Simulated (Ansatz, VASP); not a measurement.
CdF2: VASP beside Ansatz

```
Cd F
1.0
     0.00000    2.64883    2.64883
     2.64883    0.00000    2.64883
     2.64883    2.64883    0.00000
Cd F
1 2
Direct
  0.02861 0.02861 0.02861
  0.25000 0.25000 0.25000
  0.75000 0.75000 0.75000
```

Change from the starting cell: all Cd atoms moved +0.263 Å, as atom 1 along Cartesian [1 1 1].

Alike in both runs: task single point; functional LDA; k mesh 8 × 8 × 8; occupations gaussian, width 0.05 eV; no spin polarisation.

|  | VASP | Ansatz |
| --- | --- | --- |
| version | VASP 6.6.1 | Ansatz 0.2.0 |
| potentials or method | VASP PAW LDA potentials, release 64 (Cd, F) | scalar-relativistic, plane waves, PAW |
| plane-wave cutoff (eV) | 520 | 420 |
| valence electrons in the cell | 26 | 34 |

|  | VASP | Ansatz | Ansatz less VASP |
| --- | --- | --- | --- |
| gap on the k mesh at the Fermi level (eV) | 3.00 | 3.03 | +0.029 |
| least direct gap on the mesh (eV) | 3.41 | 3.43 | +0.017 |
| pressure (GPa) | 6.4 | 4.8 | -1.53 |
| largest component of the traceless stress (GPa) | 3.62 | 3.31 | -0.311 |
| rms of the force components (eV/Å) | 1.034 | 0.929 | -0.1047 |

Atom by atom the forces differ by 0.105 eV/Å (rms over components). The two sets of potentials don't hold the same shells in valence.

Caveats: forces of over 1 eV/Å show positions far from the minimum, so gaps and moduli don't describe the material at rest. A k mesh can miss the band edges.
